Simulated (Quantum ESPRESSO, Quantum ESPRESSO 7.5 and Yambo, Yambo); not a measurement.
# A GW chain in Yambo: CdSe (F-43m)

Wanted: ground state, empty states, screening and self-energy for CdSe (F-43m).

Calculated with Quantum ESPRESSO 7.5 and Yambo 5.3.0; PBE and many-body steps on it, plane waves.

**Experimental background.**

- Gap 1.69 ± 0.02 eV: direct gap from (alpha E)^2 extrapolation; spectroscopic ellipsometry; 300 K; film (fully relaxed MBE film, 304 nm) on GaAs(100) (“Band gap bowing of binary alloys: Experimental results compared to theoretical tight-binding supercell calculations for CdZnSe”, 2010, arxiv:1007.2297).

This is a report of a sequence of runs, with most program output left out.

### Step 1. Starting point

It takes space group F-43m (No. 216, cubic). Conventional cell: a = 6.141 Å, b = 6.141 Å, c = 6.141 Å, α = 90.00°, β = 90.00°, γ = 90.00°. Cd has 4 Se at 2.66 Å nearest. Se has 4 Cd at 2.66 Å nearest. Farther neighbours and most contacts between anions are not listed.

Structure file:

```cif
data_structure
_symmetry_space_group_name_H-M 'F-43m'
_symmetry_Int_Tables_number 216
_cell_length_a 6.1405
_cell_length_b 6.1405
_cell_length_c 6.1405
_cell_angle_alpha 90.000
_cell_angle_beta 90.000
_cell_angle_gamma 90.000
_cell_volume 231.54
loop_
_atom_site_label
_atom_site_type_symbol
_atom_site_symmetry_multiplicity
_atom_site_Wyckoff_symbol
_atom_site_fract_x
_atom_site_fract_y
_atom_site_fract_z
_atom_site_occupancy
Cd1 Cd 4 a 0.00000 0.00000 0.00000 1
Se1 Se 4 c 0.25000 0.25000 0.25000 1
```

The cell and positions are those that the Materials Project relaxed with its own functionals (PBE, PBE+U or r2SCAN), kept fixed.

### Step 2. Ground state

This step: Quantum ESPRESSO 7.5; DFT, PBE, plane waves, norm-conserving pseudopotentials.

The ground-state density comes first.

Input file pw.in:

```
&control
  calculation = 'scf'
  prefix = 'x'
  outdir = 'o'
  pseudo_dir = 'pseudo'
/
&system
  ibrav = 0
  nat = 2
  ntyp = 2
  ecutwfc = 94.0
  nbnd = 23
  force_symmorphic = .true.
/
&electrons
  conv_thr = 1e-10
  electron_maxstep = 80
  mixing_beta = 0.5
/
ATOMIC_SPECIES
  Cd 112.41 Cd.upf
  Se 78.971 Se.upf
CELL_PARAMETERS angstrom
  -0.0000000000 3.0702711986 3.0702711986
  3.0702711986 -0.0000000000 3.0702711986
  3.0702711986 3.0702711986 -0.0000000000
ATOMIC_POSITIONS crystal
  Cd 0.0000000000 0.0000000000 0.0000000000
  Se 0.7500000000 0.7500000000 0.7500000000
K_POINTS automatic
  6 6 6 0 0 0
```

Command:

```console
> OMP_NUM_THREADS=1 mpirun -n 4 pw.x -nk 4 -in pw.in > pw.out
```

It took 15 s on 4 MPI ranks of Arm Neoverse V1, shared host; peak memory 0.34 GiB; 60 s of CPU time.

This step gave:

- total energy: -8071.3066 eV
- gap: 0.5475 eV
- k of the valence top: 0, 0, 0
- k of the conduction bottom: 0, 0, 0
- least direct gap: 0.5475 eV

The gap is direct, at Γ.

### Step 3. Bands along the symmetry lines

The cheap functional maps the bands first; the places of the edges decide which points the dearer methods must see.

Input file pw.in:

```
&control
  calculation = 'bands'
  prefix = 'x'
  outdir = 'o'
  pseudo_dir = 'pseudo'
/
&system
  ibrav = 0
  nat = 2
  ntyp = 2
  ecutwfc = 94.0
  nbnd = 24
  force_symmorphic = .true.
/
&electrons
  conv_thr = 1e-9
  electron_maxstep = 80
  diago_full_acc = .true.
  diago_thr_init = 5e-6
/
ATOMIC_SPECIES
  Cd 112.41 Cd.upf
  Se 78.971 Se.upf
CELL_PARAMETERS angstrom
  -0.0000000000 3.0702711986 3.0702711986
  3.0702711986 -0.0000000000 3.0702711986
  3.0702711986 3.0702711986 -0.0000000000
ATOMIC_POSITIONS crystal
  Cd 0.0000000000 0.0000000000 0.0000000000
  Se 0.7500000000 0.7500000000 0.7500000000
K_POINTS crystal
  50
  0.00000000 0.00000000 0.00000000 1
  -0.06250000 -0.06250000 0.00000000 1
  -0.12500000 -0.12500000 0.00000000 1
  -0.18750000 -0.18750000 0.00000000 1
  -0.25000000 -0.25000000 0.00000000 1
  -0.31250000 -0.31250000 0.00000000 1
  -0.37500000 -0.37500000 0.00000000 1
  -0.43750000 -0.43750000 0.00000000 1
  -0.50000000 -0.50000000 0.00000000 1
  -0.48437500 -0.48437500 0.03125000 1
  -0.46875000 -0.46875000 0.06250000 1
  -0.45312500 -0.45312500 0.09375000 1
  -0.43750000 -0.43750000 0.12500000 1
  -0.42187500 -0.42187500 0.15625000 1
  -0.40625000 -0.40625000 0.18750000 1
  -0.39062500 -0.39062500 0.21875000 1
  -0.37500000 -0.37500000 0.25000000 1
  -0.37500000 0.00000000 0.37500000 1
  -0.32812500 0.00000000 0.32812500 1
  -0.28125000 0.00000000 0.28125000 1
  -0.23437500 0.00000000 0.23437500 1
  -0.18750000 0.00000000 0.18750000 1
  -0.14062500 0.00000000 0.14062500 1
  -0.09375000 0.00000000 0.09375000 1
  -0.04687500 0.00000000 0.04687500 1
  0.00000000 0.00000000 0.00000000 1
  0.00000000 0.00000000 0.06250000 1
  0.00000000 0.00000000 0.12500000 1
  0.00000000 0.00000000 0.18750000 1
  0.00000000 0.00000000 0.25000000 1
  0.00000000 0.00000000 0.31250000 1
  0.00000000 0.00000000 0.37500000 1
  0.00000000 0.00000000 0.43750000 1
  0.00000000 0.00000000 0.50000000 1
  -0.06250000 -0.03125000 0.46875000 1
  -0.12500000 -0.06250000 0.43750000 1
  -0.18750000 -0.09375000 0.40625000 1
  -0.25000000 -0.12500000 0.37500000 1
  -0.31250000 -0.15625000 0.34375000 1
  -0.37500000 -0.18750000 0.31250000 1
  -0.43750000 -0.21875000 0.28125000 1
  -0.50000000 -0.25000000 0.25000000 1
  -0.50000000 -0.28125000 0.21875000 1
  -0.50000000 -0.31250000 0.18750000 1
  -0.50000000 -0.34375000 0.15625000 1
  -0.50000000 -0.37500000 0.12500000 1
  -0.50000000 -0.40625000 0.09375000 1
  -0.50000000 -0.43750000 0.06250000 1
  -0.50000000 -0.46875000 0.03125000 1
  -0.50000000 -0.50000000 0.00000000 1
```

It took 13 s on 4 MPI ranks; peak memory 0.28 GiB; 53 s of CPU time.

Numbers from this step:

```yaml
gap: 0.5475 eV
k_of_the_valence_top: 0, 0, 0
k_of_the_conduction_bottom: 0, 0, 0
least_direct_gap: 0.5475 eV
```

The gap is 0.547 eV, as in the run before at this level.

Electronic bands along the path, in eV, zero at the top of the highest filled band:

```
    point  band 15  band 16  band 17  band 18  band 19  band 20  band 21  band 22
        Γ    -7.49     0.00     0.00     0.00     0.55     5.94     5.94     5.94
  halfway    -7.47    -2.51    -0.98    -0.98     3.22     4.24     7.59     7.59
        X    -7.16    -3.95    -1.75    -1.75     3.20     3.74     8.96    10.05
  halfway    -7.13    -3.92    -2.02    -1.67     3.45     4.10     8.65     9.47
        U    -7.08    -3.88    -2.39    -1.44     3.72     5.09     8.19     8.52
jump to K    -7.08    -3.88    -2.39    -1.44     3.72     5.09     8.19     8.52
  halfway    -7.45    -2.86    -1.32    -0.40     3.09     5.65     6.35     6.65
        Γ    -7.49     0.00     0.00     0.00     0.55     5.94     5.94     5.94
  halfway    -7.49    -2.59    -0.38    -0.38     2.24     5.92     6.45     6.45
        L    -7.22    -4.22    -0.71    -0.71     2.36     6.45     6.45     7.32
  halfway    -7.14    -3.98    -1.89    -1.16     3.79     5.48     6.77     7.94
        W    -7.05    -3.85    -2.12    -2.09     4.91     5.22     6.42     7.61
  halfway    -7.10    -3.90    -1.94    -1.93     3.91     4.25     8.29     8.34
        X    -7.16    -3.95    -1.75    -1.75     3.20     3.74     8.96    10.05
```

### Step 4. Empty states on the mesh, 4×4×4 mesh, 149 bands

The sums over transitions need many empty states on a uniform mesh; this step solves for them.

Input file pw.in:

```
&control
  calculation = 'nscf'
  prefix = 'x'
  outdir = 'o'
  pseudo_dir = 'pseudo'
/
&system
  ibrav = 0
  nat = 2
  ntyp = 2
  ecutwfc = 94.0
  nbnd = 149
  force_symmorphic = .true.
/
&electrons
  conv_thr = 1e-9
  electron_maxstep = 80
  diago_full_acc = .true.
  diago_thr_init = 5e-6
/
ATOMIC_SPECIES
  Cd 112.41 Cd.upf
  Se 78.971 Se.upf
CELL_PARAMETERS angstrom
  -0.0000000000 3.0702711986 3.0702711986
  3.0702711986 -0.0000000000 3.0702711986
  3.0702711986 3.0702711986 -0.0000000000
ATOMIC_POSITIONS crystal
  Cd 0.0000000000 0.0000000000 0.0000000000
  Se 0.7500000000 0.7500000000 0.7500000000
K_POINTS automatic
  4 4 4 0 0 0
```

Wall time 23 s (4 MPI ranks); peak memory 0.52 GiB.

Numbers from this step:

| Quantity | Value |
| --- | --- |
| gap | 0.5475 eV |
| k of the valence top | 0, 0, 0 |
| k of the conduction bottom | 0, 0, 0 |
| least direct gap | 0.5475 eV |
| k points computed | 8 |
| lowest point of the top converged band, above the valence top | 91.2936 eV |

On this mesh the gap is 0.547 eV.

### Step 5. Conversion and set-up

This step: Yambo 5.3.0; conversion and set-up on PBE, plane waves, norm-conserving pseudopotentials.

The states are converted to the many-body program's format and the q mesh is built.

Command:

```console
> (cd o/x.save; p2y > p2y.log; mv SAVE ../..); yambo > setup.log
```

Wall time 3.1 s (1 MPI rank); peak memory 0.26 GiB.

### Step 6. Screening and self-energy, 4×4×4 mesh, 149 bands, screening to 129.3 eV

G0W0 replaces the xc potential by the self-energy, built once from these orbitals. Only a window of levels is corrected, while the sums run over the empty bands that the input names.

This step: G0W0 on PBE, plane waves, norm-conserving pseudopotentials.

Input file gw1.in:

```
HF_and_locXC
gw0
dyson
ppa
em1d
rim_cut
RandQpts= 1000000
RandGvec= 1 RL
EXXRLvcs= 94 Ry
VXCRLvcs= 376 Ry
Chimod= "HARTREE"
% BndsRnXp
 1 | 149 |
%
NGsBlkXp= 9.5 Ry
% LongDrXp
 1 | 1 | 1 |
%
% GbndRnge
 1 | 149 |
%
DysSolver= "n"
ExtendOut
PPAPntXp= 27.21138 eV
% QPkrange
 1 | 8 | 16 | 23 |
%
```

Command:

```console
> OMP_NUM_THREADS=1 mpirun -n 4 yambo -F gw1.in -J gw1 -C gw1 > gw1.log
```

Run time: 9.1 min. Hardware: 4 MPI ranks; peak memory 2.3 GiB; 36 min of CPU time.

This step gave:

```yaml
g0w0_gap_on_the_mesh: 1.705 eV
starting_gap_on_the_mesh: 0.5475 eV
k_of_the_valence_top: 0, 0, 0
k_of_the_conduction_bottom: 0, 0, 0
least_direct_g0w0_gap_on_the_computed_points: 1.705 eV
z_at_the_valence_top: 0.7912
z_at_the_conduction_bottom: 0.8119
```

The gap on the mesh goes from 0.55 eV to 1.70 eV, a correction of +1.16 eV.

Limits: finite bands, cutoff and mesh; exchange with frozen shells missing; no spin-orbit coupling; coarse k mesh. v1 is the top filled band, c1 the lowest empty one. The levels before and after the correction (eV, zero at the valence-band top of each column):

|  | conduction bottom | valence top |
| --- | --- | --- |
| Kohn-Sham | 0.55 | 0.00 |
| G0W0 | 1.70 | 0.00 |

|  | level | energy (eV) |
| --- | --- | --- |
| Kohn-Sham | Γ v3-v1 | 0.000 |
| Kohn-Sham | Γ c1 | 0.547 |
| Kohn-Sham | Γ c2-c4 | 5.943 |
| G0W0 | Γ v3-v1 | 0.000 |
| G0W0 | Γ c1 | 1.705 |
| G0W0 | Γ c2-c4 | 7.427 |

### Step 7. Where the time went

Times are wall times on the hardware named with each run, good to a factor of about two.

| step | time | share | memory (GiB) |
| --- | --- | --- | --- |
| ground state | 15 s | 3 % | 0.34 |
| bands along the symmetry lines | 13 s | 2 % | 0.28 |
| empty states on the mesh | 23 s | 4 % | 0.52 |
| conversion and set-up | 3.1 s | 1 % | 0.26 |
| screening and self-energy | 9.1 min | 91 % | 2.3 |

### Step 8. What came out

```yaml
pbe_gap: 0.55 eV, direct
g0w0_gap_on_the_mesh: 1.70 eV
gw_settings: 4×4×4 mesh, 149 bands, screening to 129.3 eV, Godby-Needs plasmon pole
known_limits: not at the basis limit; exchange with frozen shells missing; no spin-orbit coupling; coarse k mesh
```

What this shows: G0W0 moves the gap on the mesh from 0.55 eV to 1.70 eV (+1.16 eV), with Z of 0.79 and 0.81 at the edges. The dearest step here is «screening and self-energy». Against experiment, by G0W0@PBE: the direct gap of 1.70 eV lies +0.01 eV from the measured 1.69 ± 0.02 eV (direct, 300 K, on GaAs(100), 2010). An exciton line or allowed optical edge lies below the quasiparticle gap by the binding energy; a forbidden edge can push the onset above it. The calculation has static nuclei and no excitons; a measured gap holds zero-point and thermal motion, which mostly lowers it. Bands and cutoff are finite, so the gap is not at the basis limit. The miss can reach some tenths of an eV and take either sign; the mesh is an error of its own. The 4×4×4 mesh is coarse for this cell, which bears on the long-range parts of exchange and screening. The norm-conserving file of at least one element keeps a d shell over frozen s and p shells of the same row. Exchange with those shells is missing from the self-energy, an error of 0.3 to 0.9 eV in cases checked, whose sign depends on which edge lies on those atoms. The many-body steps are scalar-relativistic: spin-orbit coupling is not in them.

[Paths, hosts, dates, memory and timing lines, banners, echoed tables and standing remarks are left out of the program output.]

[Logs are printed without paths, hosts, clocks, repeated set-up lines and the standing remarks that a program may print on its own settings, such as how far it seeks lower states.]

[Runs of the session that timed out or met a known fault of the program may be left out.]

[Hosts, paths, dates, database ids (printed as entryN), source tags and the programs' standing remarks are cut or masked in the printed files.]
